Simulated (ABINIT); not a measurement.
Here is an ABINIT 10.8.3 (patched build) calculation.

The input run.abi:

```
ndtset 2

pp_dirpath "./"
pseudos "Au.upf"

acell 5.4384893002 5.4384893002 5.4384893002
rprim
     0.0000000000     0.7071067812     0.7071067812
     0.7071067812     0.0000000000     0.7071067812
     0.7071067812     0.7071067812     0.0000000000
ntypat 1
znucl 79
natom 1
typat 1
xcart
     0.0000000000     0.0000000000     0.0000000000 Angstrom

ecut 38.0

ixc -545

occopt 3
tsmear 0.05 eV

nstep 100

iomode 3
prtwf 0
prteig 0
prtebands 0
prtden1 1
prtvha1 1
prtvclmb1 1
prtpot1 1
prtelf1 1

kptopt1 1
ngkpt1 11 11 11
nshiftk1 1
shiftk1 0.0 0.0 0.0
nband1 14
tolvrs1 1.0e-10

iscf2 -2
getden2 1
nband2 18
nbdbuf2 2
tolwfr2 1.0e-12
kptopt2 -9
ndivsm2 6
prteig2 1
kptbounds2
     0.0000000000     0.0000000000     0.0000000000
     0.5000000000     0.0000000000     0.5000000000
     0.5000000000     0.2500000000     0.7500000000
     0.3750000000     0.3750000000     0.7500000000
     0.0000000000     0.0000000000     0.0000000000
     0.5000000000     0.5000000000     0.5000000000
     0.6250000000     0.2500000000     0.6250000000
     0.5000000000     0.2500000000     0.7500000000
     0.5000000000     0.5000000000     0.5000000000
     0.3750000000     0.3750000000     0.7500000000
```

Potentials or basis: PseudoDojo NC SR PBE v0.4.1 standard.

Command:

```console
$ abinit run.abi > log 2>&1
```

Q: Predict the pressure.

A: -15.4 GPa.

Q: What does it give for the band gap on the k mesh?

A: None (metal or under the smearing width).

Levels at the corners of the path, in eV from the Fermi level:
```tsv
point	band 7	band 8	band 9	band 10	band 11	band 12
Γ	-5.44	-5.44	-4.09	-4.09	15.04	19.20
X	-3.05	-2.70	-2.70	1.52	5.76	10.65
W	-5.74	-4.13	-2.70	4.97	6.51	6.51
K	-4.47	-3.79	-3.10	4.14	4.78	7.46
Γ	-5.44	-5.44	-4.09	-4.09	15.04	19.20
L	-5.46	-3.00	-3.00	-0.43	2.82	14.59
U	-4.47	-3.79	-3.10	4.14	4.78	7.46
W	-5.74	-4.13	-2.70	4.97	6.51	6.51
L	-5.46	-3.00	-3.00	-0.43	2.82	14.59
K	-4.47	-3.79	-3.10	4.14	4.78	7.46
```

Caveat: the potentials were made for a functional far from this one; so large a pressure means that the cell lies far from this level's equilibrium, or that cutoff or potentials fall short; the potentials were made for another functional, which shifts forces and pressure; spin-orbit coupling is left out, which moves the levels of the heavy elements.
